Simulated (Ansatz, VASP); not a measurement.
**Al: VASP beside Ansatz**

```
Al
1.0
     0.00000    2.02481    2.02481
     2.02481    0.00000    2.02481
     2.02481    2.02481    0.00000
Al
1
Direct
  0.00000 0.00000 0.00000
```

Alike in both runs: task relaxation of cell and atoms; functional BLYP; dispersion D4; k mesh 11 × 11 × 11; occupations fermi-dirac, width 0.05 eV; no spin polarisation.

|  | VASP | Ansatz |
| --- | --- | --- |
| version | VASP 6.6.1 | Ansatz 0.2.0 |
| potentials or method | VASP PAW PBE potentials, release 64 (Al) | Ansatz PAW |
| plane-wave cutoff (eV) | 600 | 420 |
| valence electrons in the cell | 3 | 3 |

|  | VASP | Ansatz | Ansatz less VASP |
| --- | --- | --- | --- |
| gap on the k mesh at the Fermi level, each at its own relaxed structure (eV) | none | none | - |
| relaxed volume (Å³/atom) | 15.87 | 15.85 | -0.021 |
| relaxed cell length with the largest relative difference (Å) | 2.821 | 2.820 | -0.0012 |
| energy change over the relaxation (meV/atom) | -7 | -8 | -0.6 |

A gap of «none» marks a metal or a gap that the smearing closes.

Caveats: pairwise dispersion overbinds metals, which lowers pressure and volume; the PAW data sets were made with another functional, which shifts forces and pressure a little (VASP); the plane-wave basis is chosen anew once the cell has moved, so the energies of steps on either side of that aren't comparable (Ansatz); the PAW data sets come from PBE, with cores solved anew for the run's functional, which leaves a small shift of forces and pressure (Ansatz).
